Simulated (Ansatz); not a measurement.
A crystal relaxed with r2SCAN in Ansatz 0.2.0 has space group Fm-3m (No. 225) and a = 5.473 Å.

| atom | site | x | y | z |
| --- | --- | --- | --- | --- |
| Xx | 4a | 0.0000 | 0.0000 | 0.0000 |
| Se | 4b | 0.5000 | 0.0000 | 0.0000 |

r2SCAN gives an indirect gap of 2.48 eV, from Γ to X; the least direct gap is 3.44 eV at Γ. HSE06 gives an indirect gap of 2.66 eV, from Γ to X; the least direct gap is 3.53 eV at Γ. Meshes: r2SCAN 8×8×8, HSE06 6×6×6. r2SCAN's ε∞ is 5.8 in all directions.

Task: Which element is Xx?
A. Be
B. Cd
C. Hg
D. Mg

Result: D. Xx is Mg: MgSe (rocksalt). Mg is surrounded by 6 Se at 2.74 Å; Se is surrounded by 6 Mg at 2.74 Å.

The values are computed, spin-unpolarised, and not measurements.

The runs are scalar-relativistic, without spin-orbit coupling.

The meshes of the hybrids are coarse, so their gaps aren't converged to the digits shown.
